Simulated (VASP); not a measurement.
Mg: relaxation of cell and atoms with BLYP+D4

Mg:

```
CELL_PARAMETERS angstrom
3.20930 0.00000 0.00000
-1.60465 2.77934 0.00000
0.00000 0.00000 5.21030
ATOMIC_POSITIONS crystal
Mg 0.66667 0.33333 0.75000
Mg 0.33333 0.66667 0.25000
```

- Program: VASP 6.6.1
- Task: relaxation of cell and atoms
- Functional: BLYP
- Dispersion: D4
- Potentials or basis: VASP PAW PBE potentials, release 64 (Mg)
- Cutoff: 600 eV
- k mesh: 10 × 10 × 5
- Occupations: fermi-dirac, width 0.05 eV
- Spin: no spin polarisation
- Further INCAR settings: ALGO = Fast; EDIFF = 1e-06; IBRION = 2; EDIFFG = -0.02; NSW = 40; ISIF = 3

The relaxed volume is 23.22 Å³/atom and the relaxed cell is a = 3.160 Å, b = 3.160 Å, c = 5.370 Å, α = 90.00°, β = 90.00°, γ = 120.00°. The space group after relaxing (to 0.05 Å) is P6_3/mmc (No. 194), the energy gained by relaxing is 4.3 meV/atom and the ionic steps are 26. The pressure after relaxing is 0.1 GPa. The band gap on the k mesh is none (metal or under the smearing width) and the dispersion energy per atom is -0.303 eV.

The path:
```
step  energy change (eV)  largest force (eV/Å)  pressure (GPa)  volume (Å³)
   1              0.0000                0.0000           14.17        46.47
   2              0.4034                0.0000           -5.56        61.71
   3              0.2191                0.0000           -5.03        56.18
   4              0.1298                0.0000           -4.39        53.14
   5              0.0480                0.0000           -3.26        49.74
   6              0.0185                0.0000           -2.51        48.09
   7              0.0070                0.0000           -2.09        47.28
   8              0.0021                0.0000           -1.86        46.87
   9             -0.0001                0.0000           -1.74        46.67
  10             -0.0011                0.0000           -1.53        46.57
  11             -0.0014                0.0000           -0.08        46.52
  12             -0.0014                0.0000            0.05        46.52
  13             -0.0035                0.0000           -0.15        46.53
  14             -0.0072                0.0000           -1.22        46.53
  15             -0.0049                0.0000           -1.53        46.50
  16             -0.0079                0.0000           -1.49        46.53
  17             -0.0084                0.0000           -0.03        46.47
  18             -0.0084                0.0000            0.58        46.46
  19             -0.0084                0.0000            0.40        46.46
  20             -0.0084                0.0000            0.48        46.46
  21             -0.0085                0.0000            0.72        46.45
  22             -0.0086                0.0000            1.08        46.43
  23             -0.0086                0.0000            0.31        46.43
  24             -0.0086                0.0000            0.28        46.43
  25             -0.0086                0.0000            0.24        46.43
  26             -0.0086                0.0000            0.11        46.43
```

Final structure:
```
Mg
1.0
     3.15981    0.00000    0.00000
    -1.57990    2.73647    0.00000
     0.00000    0.00000    5.37017
Mg
2
Cartesian
  1.5799 0.9122 4.0276
  0.0000 1.8243 1.3425
```

Levels at points of the mesh, in eV from the Fermi level:
```csv
k point,band 1,band 2,band 3,band 4,band 5,band 6
"(0.00, 0.00, 0.00)",-6.93,-1.85,-1.81,11.29,11.29,11.38
"(0.50, 0.00, 0.00)",-2.06,-2.00,2.56,2.83,3.02,3.30
```

Wall time 4 min on 1 thread of AMD EPYC 9R45 96-Core Processor (Zen 5), with other jobs on the host, peak memory 0.16 GiB.

Caveat: the PAW data sets were made with another functional, which shifts forces and pressure a little; pairwise dispersion overbinds metals, which lowers pressure and volume.
